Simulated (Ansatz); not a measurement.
**Si2Ni at fixed geometry**

Aim: for Si2Ni, a borrowed structure type, volume estimated, find whether it is a metal or has a gap, how the charge is shared and how far the cell is from equilibrium. The atoms and the cell stay fixed.

Computed, not measured: Ansatz 0.2.0, DFT, PBE, no spin polarisation, plane waves, PAW.

## Step 1: The structure

The structure is orthorhombic, space group Fddd (No. 70). Conventional cell: a = 4.466 Å, b = 7.766 Å, c = 8.242 Å, α = 90.00°, β = 90.00°, γ = 90.00°. Ni (site symmetry 222) has 10 Si at 2.42 to 2.59 Å as nearest neighbours. Around Si (site symmetry 2) lie 5 Ni at 2.42 to 2.59 Å and 5 Si at 2.45 to 2.64 Å.

Structure file:

```
CELL_PARAMETERS angstrom
0.00000 4.46621 0.00000
0.00000 -2.23311 4.12088
3.88297 2.23311 0.00000
ATOMIC_POSITIONS crystal
Ni 0.00000 0.00000 0.00000
Ni 0.25000 0.50000 0.50000
Si 0.67000 0.00000 0.66000
Si 0.33000 0.00000 0.34000
Si 0.58000 0.50000 0.84000
Si 0.92000 0.50000 0.16000
```

Its first density is an earlier solution for the same cell, read from a checkpoint.

## Step 2: Self-consistent run

Contents of input.yaml:

```yaml
crystal:
  lattice:
    - [0.0, 4.466212, 0.0]
    - [0.0, -2.233106, 4.120882]
    - [3.882967, 2.233106, 0.0]
  atoms:
    - { symbol: Ni, position: [0.0, 0.0, 0.0] }
    - { symbol: Ni, position: [0.25, 0.5, 0.5] }
    - { symbol: Si, position: [0.67, 0.0, 0.66] }
    - { symbol: Si, position: [0.33, 0.0, 0.34] }
    - { symbol: Si, position: [0.58, 0.5, 0.84] }
    - { symbol: Si, position: [0.92, 0.5, 0.16] }
  symmetry: { tolerance: 0.0003 }
kpoints:
  mp_grid: { grid: [8, 8, 8], shift: [0, 0, 0] }
  band_path:
    path:
      - [0.0, 0.0, 0.0]
      - [0.0, 0.0, -0.5]
      - [0.0, -0.5, -0.5]
      - [0.0, -0.5, 0.0]
      - [0.0, 0.0, 0.0]
      - [-0.81219955, 0.40609977, -0.40609977]
      - [-0.18780045, -0.40609977, -0.59390023]
      - [0.0, -0.5, -0.5]
      - [0.0, 0.0, -0.5]
      - [-0.48145608, 0.24072804, -0.74072804]
      - [-0.51854392, -0.24072804, -0.25927196]
    npoints: 6
magnetization:
  spin_polarized: false
scf:
  occupations: { method: gaussian, width: 0.2727 }
  lower_state_search: "off"
  max_iter: 200
hamiltonian:
  pseudopotentials: { kind: paw }
  xc: pbe
basis:
  ecutwfc: 420
  fft_grid_basis: typed
output:
  forces: true
  stress: true
  eigenvalues: true
  bader: true
  populations: true
  elf: true
  write_potential: true
  volumetric_format: npy
  dos:
    e_range: [-12, 8]
    de: 0.05
    projected: { site_lists: { Ni: [Ni], Si: [Si] } }
checkpoint:
  read: saved_state
```

Log:

```text
Warning: checkpoint.read: basis.xc_grid differs: saved 1, current 2 (points along each axis for each point of the dense box; where the key is left out runs that use forces, runs that use the stress, dielectric runs by a finite field, finite-displacement phonons, runs of phonons.displacement_patterns under a GGA or a meta-GGA, phonons by method: dfpt, dielectric runs by the response, runs on support functions, runs on PAW files under a meta-GGA or a hybrid on one, runs at kind: all_electron or under a hybrid on a GGA, runs under a text's formulas of a gradient, and runs on PAW files that evaluate rPW86 or Becke's exchange or LYP's correlation can take a finer level, which can go by the root key accuracy; a number is taken as typed: the saved number, typed, holds this deck to the state's level, where the deck is accepted there); the SCF iterates at this deck's level from the saved density; a trajectory continued from that state goes on on another energy surface; basis.xc_grid: 1, typed and accepted, keeps it on the saved one
Warning: RAYON_NUM_THREADS=1 ignored (pool sized by the plan → 1); use --threads N
Engine: ansatz 0.2.0, aarch64-unknown-linux-gnu
Pseudopotentials: kind: paw
Pseudopotential: Ni, paw, valence charge 18, recommended cutoff 420 eV (normal), Ni.paw.azcp
Pseudopotential: Si, paw, valence charge 4, recommended cutoff 420 eV (normal), Si.paw.azcp
Functional definition: PBE
  parameter kappa = 0.804
  parameter beta = 0.06672455060314922
  exchange = pbe_x(kappa = kappa, mu = beta*pi^2/3)
  correlation = pbe_c(beta = beta)
Crystal: 6 atoms, lattice volume = 71.465 Å³
Basis set: ecut = 420 eV, 1391 PW (Γ), exchange–correlation on 60×64×60 points (8 copies of the dense FFT grid, shifted against one another)
Bands: 32, of which v1, the nominal top of the filled ones, is band 26 counted from 1 (25 counted from 0)
Symmetry: 8 space group operations
Space group: Fddd (ITA 70), of the structure as read, at distance tolerance 1.2e-3 Å
k-points: 95 of 512
Non-local potential: Ni, projectors of the file, l = 0: 3, l = 1: 2, l = 2: 3, l = 3: 1
Non-local potential: Si, projectors of the file, l = 0: 2, l = 1: 2, l = 2: 2
PAW form: soft (Blöchl's): semilocal exchange-correlation on the pseudo side does not see the compensation charge
PAW one-centre angular grid: Ni, 590 points (default); XC on 64 Gauss nodes
PAW one-centre angular grid: Si, 110 points (default); XC on 64 Gauss nodes
Initial density: read from a saved state, or passed on in memory by an earlier SCF of this step, an earlier step, the calling program or the single point that the run made first
Initial wavefunctions: pseudopotential atomic-orbital guess
Functional: x = pbe(κ = 0.804, μ = 0.2195149727645171), c = pbe(β = 0.06672455060314922)
iter 1 solved again at ethr=7.20e-6 eV; its pass at ethr=3.10e-3 eV (dr2=3.74e-3 eV) is discarded
SCF iter   1: F=—  HF=-14222.280986 eV  |F-HF|=—  |Δ(HF+E_count)|=         —  Δρ=3.91e-3  dr2=6.44e-3  ethr=7.20e-6  ⟨swp⟩=2.1  Hψ=19014  notcnv=0
eigensolver tolerance schedule calibrated: the retry pair's looser diagonalisation under-reported the residual by θ = 0.42 (0.16/decade); ethr = c·dr2/N_el runs at the constant in force after the calibration composes with the one it found (an armed cap, an earlier calibration), c = 4.0e-2
preconditioner: auto → Kerker (q_TF=auto, 2.587 Å⁻¹)  [metal: Δε(μ)=0.051 eV  Ē_g=7.006 eV  σ=0.273 eV  W_gap=0.11  n_scr=16 (ndim 8)  ℏωp=26.4 eV  f_vac=0.000  D(μ)=3.00/eV (n_scr^D=16)]
SCF iter   2: F=—  HF=-14222.281858 eV  |F-HF|=—  |Δ(HF+E_count)|=   8.71e-4  Δρ=1.63e-3  dr2=1.12e-3  ethr=4.91e-6  ⟨swp⟩=2.4  Hψ=3885  notcnv=0
SCF iter   3: F=—  HF=-14222.282216 eV  |F-HF|=—  |Δ(HF+E_count)|=   3.58e-4  Δρ=4.28e-4  dr2=1.50e-4  ethr=8.55e-7  ⟨swp⟩=2.1  Hψ=4620  notcnv=0
SCF iter   4: F=—  HF=-14222.282213 eV  |F-HF|=—  |Δ(HF+E_count)|=   2.92e-6  Δρ=1.10e-4  dr2=4.96e-6  ethr=1.14e-7  ⟨swp⟩=2.0  Hψ=4655  notcnv=0
SCF iter   5: F=—  HF=-14222.282230 eV  |F-HF|=—  |Δ(HF+E_count)|=   1.77e-5  Δρ=1.81e-5  dr2=1.33e-7  ethr=3.78e-9  ⟨swp⟩=2.0  Hψ=4821  notcnv=0
SCF iter   6: F=-14222.282230 eV  HF=-14222.282230 eV  |F-HF|=2.68e-9  |Δ(HF+E_count)|=   5.84e-9  Δρ=6.49e-6  dr2=2.38e-8  ethr=7.63e-11  ⟨swp⟩=8.2  Hψ=20539  notcnv=0
SCF 1 converged in 6 iterations: F = -14222.282230 eV  dr2 = 2.38e-8
NSCF: frozen V_eff on 61 k-points
SCF converged after 6 iterations
Free energy (F): -14222.282230 eV
Harris-Foulkes:  -14222.282230 eV  (|F-HF|=2.68e-9)
Internal energy: -14222.171401 eV  (E = F + TS)
E sigma→0 (E₀):  -14222.226816 eV
Entropy (-TS):   -0.110830 eV (-18.472 meV/atom)
Fermi energy:    15.049391 eV
--- Per-component energies (eV) ---
  E_band       = -573.898053
  E_kinetic    = 746.340394
  E_local      = -9448.784497  (includes V_loc(G=0)·N_el)
  E_nonlocal   = 1381.660800
  E_hartree    = 4119.369563
  E_xc         = -398.365539
  E_vxc        = -416.548789  (∫ρ·V_xc dr)
  E_paw        = -5318.174864  (= ΣΔE_a)
  E_vpaw       = -1075.318713  (= ΣTr[D̂ρ^β])
  E_aug_tail   = 0.001192  (compensation charges beyond the density's cutoff)
  E_ewald      = -5304.218449
  E_smearing   = -0.110830  (= −TS)
  E_closure    = 0.000000  (closes the sum)
  Σ components = -14222.282230   (vs F -14222.282230, Δ=0.00e0)
--- Forces (eV/Å), atoms counted from 1 ---
  atom   1  Ni     0.00000000     0.00000000     0.00000000
  atom   2  Ni     0.00000000     0.00000000     0.00000000
  atom   3  Si     0.20273999     0.00000000     0.00000000
  atom   4  Si    -0.20273999     0.00000000     0.00000000
  atom   5  Si    -0.20273999     0.00000000     0.00000000
  atom   6  Si     0.20273999     0.00000000     0.00000000
  max |Σ_I F_I| component: 1.13e-17 eV/Å
--- Stress (GPa, compression-positive) ---
        6.565260       0.000000       0.000000
        0.000000       5.492433       0.000000
        0.000000       0.000000      17.042009
  P = ⅓ Tr σ = 9.6999 GPa (96.999 kbar)
--- Band table (eV; the first three rows and the last of 95) ---
  k-point 0: bands = ["-88.7917", "-88.7905", "-49.2798", "-49.2701", "-49.2107", "-49.2092", "-49.1690", "-49.1607", "0.1764", "6.9640", "8.0423", "8.8233", "8.9139", "9.5657", "10.1847", "10.2270", "10.8506", "11.2743", "11.3790", "11.4237", "11.7936", "12.6694", "13.8829", "14.2123", "14.2812", "14.3444", "14.4384", "14.8197", "14.9399", "15.0976", "15.7364", "18.0609"]
  k-point 1: bands = ["-88.7917", "-88.7906", "-49.2794", "-49.2705", "-49.2107", "-49.2093", "-49.1687", "-49.1610", "0.3255", "6.4885", "7.8777", "8.1003", "9.4710", "9.7713", "10.1598", "10.2850", "11.0777", "11.2202", "11.4103", "11.4299", "11.6918", "12.6374", "13.6868", "13.9530", "14.3847", "14.6652", "14.7494", "14.7846", "15.1056", "15.3970", "16.6315", "17.3090"]
  k-point 2: bands = ["-88.7915", "-88.7907", "-49.2784", "-49.2716", "-49.2104", "-49.2094", "-49.1678", "-49.1619", "0.7697", "5.1343", "7.9224", "8.2606", "9.1979", "9.2477", "10.1383", "10.4137", "11.1722", "11.4290", "11.5323", "11.6504", "11.7187", "12.5843", "13.4438", "13.9754", "14.5637", "14.6225", "14.8425", "15.2407", "15.4163", "16.2342", "16.8653", "17.1720"]
  k-point 94: bands = ["-88.7915", "-88.7907", "-49.2786", "-49.2718", "-49.2105", "-49.2096", "-49.1676", "-49.1618", "1.8911", "5.6385", "5.6656", "6.8132", "7.4895", "8.5268", "9.8830", "10.9577", "11.2259", "12.0059", "12.0814", "12.2058", "12.3182", "12.4669", "13.2112", "13.5616", "13.6767", "13.9999", "14.5816", "17.7419", "19.3627", "19.7835", "20.0975", "20.1161"]
--- Löwdin populations: 6 sites ---
  site symbol       q [e]
     0     Ni     17.4499
     1     Ni     17.4499
     2     Si      4.1089
     3     Si      4.1089
     4     Si      4.1089
     5     Si      4.1089
  spilling = 0.012780 (of n_electrons = 52.000000)
--- Bader charges: 6 sites ---
  site symbol  charge [e]  shift [e]
     0     Ni     -0.1811     0.0058
     1     Ni     -0.1811     0.0058
     2     Si      0.0906     0.0029
     3     Si      0.0905     0.0029
     4     Si      0.0906     0.0029
     5     Si      0.0905     0.0029
  estimated error of the sums over rays = 1.0e-3 e
```

Run time: 1.7 min. Hardware: 1 thread of an Arm CPU, shared host; peak memory 0.43 GiB.

## Step 3: Forces on the atoms, stress on the cell

The largest forces, with each atom's nearest neighbour:

```csv
atom,force (eV/Å),nearest,distance (Å),direction
Si3,0.203,Ni2,2.42,(others are as near)
Si4,0.203,Ni2,2.42,(others are as near)
Si5,0.203,Ni1,2.42,(others are as near)
Si6,0.203,Ni1,2.42,(others are as near)
```

Diagonalising the stress gives 5.49, 6.57, 17.04 GPa, so P = 9.70 GPa (positive in compression).

## Step 4: Bands along the path

Levels near the Fermi level at the path's corners (eV):

```csv
point,band 27,band 28,band 29,band 30,band 31,band 32
Γ,-0.61,-0.23,-0.11,0.05,0.69,3.01
Y,-0.26,-0.26,3.44,3.44,3.50,3.50
T,1.56,1.56,3.08,3.08,3.30,3.30
Z,-0.04,-0.04,2.27,2.27,3.59,3.59
Γ,-0.61,-0.23,-0.11,0.05,0.69,3.01
Σ0,0.98,1.15,3.17,3.76,4.45,5.13
U0,0.98,1.15,3.17,3.76,4.45,5.13
T,1.56,1.56,3.08,3.08,3.30,3.30
Y,-0.26,-0.26,3.44,3.44,3.50,3.50
C0,0.67,0.67,1.20,1.20,4.13,4.13
A0,0.67,0.67,1.20,1.20,4.13,4.13
```

The same bands between the corners:

```
distance (1/Å)  band 29  band 30
          0.00    -0.11     0.05
          0.27     0.40     0.45
          0.54     1.06     2.06
          0.81     3.44     3.44
          1.06     3.04     3.04
          1.32     2.94     2.94
          1.57     3.08     3.08
          1.84     2.23     2.23
          2.11     2.15     2.15
          2.38     2.27     2.27
          2.63     0.63     2.36
          2.89     0.28     0.82
          3.14    -0.11     0.05
          3.52     2.17     2.53
          3.90     4.52     5.14
          4.29     3.17     3.76
          4.76     2.35     3.04
          5.23     2.35     3.04
          5.70     3.17     3.76
          5.79     2.40     3.28
          5.88     2.55     2.97
          5.97     3.08     3.08
          6.22     2.94     2.94
          6.47     3.04     3.04
          6.73     3.44     3.44
          6.95     2.34     2.34
          7.18     1.95     1.95
          7.41     1.20     1.20
          7.78     2.70     3.08
          8.15     2.70     3.08
          8.52     1.20     1.20
```

## Step 5: Total and projected density of states

States per cell by energy window, from dos.tsv and pdos.tsv (tetrahedra; eV from the Fermi level):

```csv
from,to,total,Ni d,Si s,Si p
-8.0,-7.0,1.56,0.17,0.48,0.81
-7.0,-6.0,1.91,0.28,0.31,1.19
-6.0,-5.0,2.25,0.54,0.31,1.26
-5.0,-4.0,3.55,1.53,0.33,1.52
-4.0,-3.0,8.03,5.81,0.18,1.79
-3.0,-2.0,4.33,3.97,0.03,0.24
-2.0,-1.0,4.70,3.68,0.23,0.67
-1.0,0.0,3.21,1.62,0.45,0.89
0.0,1.0,2.81,0.81,0.48,1.04
```

The bands computed are complete only to about 1.9 eV above the Fermi level.

## Step 6: Atomic charges

By element, from the tables in the log (a charge is positive for electrons lost): Löwdin charges also hold the electrons that the projection spills.

```csv
element,atoms,Bader charge (e),Bader volume (Å³),Löwdin charge (e)
Ni,2,-0.18,11.1,+0.55
Si,4,+0.09,12.3,-0.11
```

The Löwdin projection spills 1.3 % of the electrons and depends on the orbitals chosen; where it disagrees with Bader's partition, neither is an observable.

## Step 7: Fields in real space

Maps in the plane spanned by a and c at height 0.000 along b (axes of the input's cell), one cell: a runs left to right (14 points from zero), c bottom to top (14 points), 60° apart. These are the smooth PAW fields, not the true ones near the nuclei.

Valence density. Ten steps from '0' (0.08 e/Å³) to '9' (60.90 e/Å³), finer at the low end (step k begins (100^(k/10) - 1)/99 of the way up):
```
88410000000014
34310000000001
11110000000000
00000000000000
00000000000000
00000000000000
00000000000000
00000000000000
00000000000000
00000000000000
10000000000111
31000000000134
84100000000148
98310000000138
```

ELF. Values, 14 rows by 14 columns:
```
0.52 0.52 0.33 0.19 0.22 0.45 0.60 0.66 0.66 0.60 0.45 0.22 0.19 0.33
0.27 0.32 0.28 0.19 0.21 0.47 0.64 0.64 0.61 0.64 0.64 0.47 0.21 0.19
0.17 0.19 0.19 0.17 0.23 0.47 0.64 0.53 0.34 0.34 0.52 0.64 0.47 0.23
0.30 0.25 0.24 0.25 0.30 0.45 0.62 0.50 0.26 0.37 0.26 0.50 0.62 0.45
0.48 0.49 0.53 0.53 0.49 0.48 0.59 0.60 0.30 0.44 0.44 0.30 0.60 0.59
0.60 0.62 0.67 0.68 0.67 0.62 0.60 0.66 0.57 0.31 0.28 0.31 0.57 0.66
0.64 0.67 0.63 0.51 0.51 0.63 0.67 0.64 0.67 0.63 0.51 0.51 0.63 0.67
0.60 0.66 0.57 0.31 0.28 0.31 0.57 0.66 0.60 0.62 0.67 0.68 0.67 0.62
0.48 0.59 0.60 0.30 0.44 0.44 0.30 0.60 0.59 0.48 0.49 0.53 0.53 0.49
0.30 0.45 0.62 0.50 0.26 0.37 0.26 0.50 0.62 0.45 0.30 0.25 0.24 0.25
0.17 0.23 0.47 0.64 0.52 0.34 0.34 0.53 0.64 0.47 0.23 0.17 0.19 0.19
0.27 0.19 0.21 0.47 0.64 0.64 0.61 0.64 0.64 0.47 0.21 0.19 0.28 0.32
0.52 0.33 0.19 0.22 0.45 0.60 0.66 0.66 0.60 0.45 0.22 0.19 0.33 0.52
0.73 0.52 0.28 0.16 0.29 0.47 0.59 0.63 0.59 0.47 0.29 0.16 0.28 0.52
```

Atoms within 0.2 Å of the plane, in fractions of a and c: Ni at (0.00, 0.00), Si at (0.67, 0.66), Si at (0.33, 0.34).

Scans along the contacts give these minima of the density:

```csv
contact,length (Å),minimum at (fraction),density (e/Å³),ELF
Ni1–Si5,2.425,none clear,–,–
Si3–Si5,2.446,none clear,–,–
```

```
fraction  Ni1–Si5  Si3–Si5
     0.2     8.73    0.292
     0.3     1.67    0.452
     0.4    0.523    0.463
     0.5    0.393    0.443
     0.6    0.417    0.463
     0.7     0.42    0.452
     0.8    0.278    0.292
```

(Smooth valence density in e/Å³ at fractions of each contact.)

## Step 8: Results

```
                                                 quantity                 value
                                            largest force      0.203 eV/Å on Si
                                                 pressure               9.7 GPa
           formation energy (elements from separate runs)          0.07 eV/atom
                                                character                 metal
density of states, mean within 0.25 eV of the Fermi level   3.1 per eV per cell
                                            Bader charges  Ni -0.18, Si +0.09 e
```

It is a metal; within 0.25 eV of the Fermi level the density of states averages 3.1 per eV per cell, mostly Ni d (37 %), Si p (34 %) and Si s (16 %). The pressure of 9.7 GPa says the cell is too small, and unequal principal stresses would change its shape. Against the elements' reference phases (Ni fcc, Si diamond; separate runs with the same functional) the formation energy is 0.07 eV per atom, so at this geometry and without moments it is not bound against them. Si loses most charge (+0.09 e on average) and Ni gains most (-0.18 e).

Keep in mind: no spin polarisation, so a magnetic state may lie lower; wide smearing.
